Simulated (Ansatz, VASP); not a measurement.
**One calculation of MgO, two programs**

Contents of POSCAR:

```
MgO
1.0
    2.9380209034      0.0000000000      0.0000000000
   -1.4690104517      2.5444007392      0.0000000000
    0.0000000000      0.0000000000      2.6796800000
Mg O
1 1
Direct
    0.0000000000      0.0000000000      0.0000000000
    0.3333333333      0.6666666667      0.5000000000
```

The input INCAR.step1:

```
SYSTEM = MgO
PREC = Accurate
ENCUT = 520
EDIFF = 1E-5
ISMEAR = -1
SIGMA = 0.05
LREAL = .False.
LASPH = .True.
NELM = 100
ALGO = Normal
ISIF = 2
LWAVE = .True.
LCHARG = .False.
NBANDS = 11
GGA = PE
```

File INCAR.step2:

```
SYSTEM = MgO
PREC = Accurate
ENCUT = 520
EDIFF = 1E-6
ISMEAR = -1
SIGMA = 0.05
LREAL = .False.
LASPH = .True.
NELM = 100
ALGO = Normal
ISIF = 2
LWAVE = .False.
LCHARG = .False.
GGA = PS
LHFCALC = .True.
AEXX = 0.25
PRECFOCK = Normal
NBANDS = 11
ISTART = 1
```

File KPOINTS:

```
Automatic mesh
0
Gamma
  5 5 5
  0 0 0
```

Contents of input:

```
crystal:
  lattice:
    - [2.9380209034, 0.0, 0.0]
    - [-1.4690104517, 2.5444007392, 0.0]
    - [0.0, 0.0, 2.67968]
  atoms:
    - { symbol: Mg, position: [0.0, 0.0, 0.0] }
    - { symbol: O, position: [0.3333333333, 0.6666666667, 0.5] }
hamiltonian:
  xc: { exchange: pbesol, correlation: pbesol, exx: { coeff: 0.25 } }
  pseudopotentials: { kind: paw }
kpoints:
  mp_grid: { grid: [5, 5, 5] }
  band_path:
    path:
      - [[0.0, 0.0, 0.0], [0.5, 0.0, 0.0], [0.3333333333, 0.3333333333, 0.0], [0.0, 0.0, 0.0], [0.0, 0.0, 0.5], [0.5, 0.0, 0.5], [0.3333333333, 0.3333333333, 0.5], [0.0, 0.0, 0.5]]
      - [[0.5, 0.0, 0.5], [0.5, 0.0, 0.0]]
      - [[0.3333333333, 0.3333333333, 0.0], [0.3333333333, 0.3333333333, 0.5]]
    npoints: 4
scf:
  occupations: { method: fermi_dirac, width: 0.05 }
  n_extra_bands: 6
output:
  forces: true
  stress: true
  eigenvalues: true
  fatbands: false
```

Measurements of this composition are mostly on another form, of space group No. 225.

Alike in both runs: functional PBEsol-based global hybrid; k mesh 5 × 5 × 5; occupations fermi-dirac, width 0.05 eV; no spin polarisation.

```csv
,VASP,Ansatz
version,VASP 6.6.1,Ansatz 0.2.0
potentials or method,"VASP PAW PBE potentials, release 64 (Mg, O)",Ansatz PAW
plane-wave cutoff (eV),520,420
valence electrons in the cell,8,16
task,single point,band structure
```

|  | VASP | Ansatz | Ansatz less VASP |
| --- | --- | --- | --- |
| gap on the k mesh at the Fermi level (eV) | 5.28 | 5.29 | +0.002 |
| least direct gap on the mesh (eV) | 5.70 | 5.69 | -0.004 |
| pressure (GPa) | -8.8 | -8.4 | +0.35 |
| largest component of the traceless stress (GPa) | 1.06 | 1.02 | -0.036 |

With one functional, cell and mesh, what is left measures potentials, basis and numerics. The two sets of potentials don't hold the same shells in valence.

Caveats: the k mesh is coarse (spacing up to 0.49 Å⁻¹), so the values aren't converged (VASP); the PAW data sets were made with another functional, which shifts forces and pressure a little (VASP); an odd mesh through Γ misses points on the zone boundary, where band edges often lie (VASP); the k mesh is coarse (spacing up to 0.49 Å⁻¹), so the values aren't converged, least of all with exact exchange (Ansatz); the pressure holds a Pulay correction of +0.5 GPa for the finite cutoff (Ansatz); the PAW data sets come from PBE, with cores solved anew for the run's functional, which leaves a small shift of forces and pressure (Ansatz); the thresholds are loose for stress (Ansatz).
